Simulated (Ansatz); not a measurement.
System: wurtzite BeO. Method: B3LYP (VWN-RPA form) in Ansatz (plane waves, PAW).

Run with plane-wave cutoff 460 eV, 12×12×6 k mesh (along the axes of the cell as run), Fermi–Dirac smearing 0.01 eV, scalar-relativistic PAW data made under PBE.

Cell (relaxed at this level):

```cif
data_Be2O2
_chemical_formula_sum 'Be2 O2'
_space_group_name_H-M_alt 'P63mc'
_space_group_IT_number 186
_space_group_name_Hall 'P 6c -2c'
_cell_length_a 2.69887
_cell_length_b 2.69887
_cell_length_c 4.38439
_cell_angle_alpha 90.000
_cell_angle_beta 90.000
_cell_angle_gamma 120.000
loop_
_atom_site_label
_atom_site_type_symbol
_atom_site_symmetry_multiplicity
_atom_site_Wyckoff_symbol
_atom_site_fract_x
_atom_site_fract_y
_atom_site_fract_z
_atom_site_occupancy
Be1 Be 2 b 0.33333 0.66667 0.00014 1
O1 O 2 b 0.33333 0.66667 0.37786 1
```

Predict the band gap and width of the whole s-p valence band.


- band gap = 10.06 eV (on the SCF k mesh) (direct)
- width of the whole s-p valence band = 19.88 eV

Measured, for comparison: band gap 11.29 eV (zero-point renormalisation of 699 meV (computed, non-adiabatic AHC, without the lattice-expansion part) added back here; inputs from Miglio et al. (2020), arXiv:2011.12765). Computed (rounded) less measured: band gap -1.23 eV.

Static lattice: no zero-point or thermal effects.

The result took about 26 core-minutes (a rough figure).

Ansatz is a first-principles code.
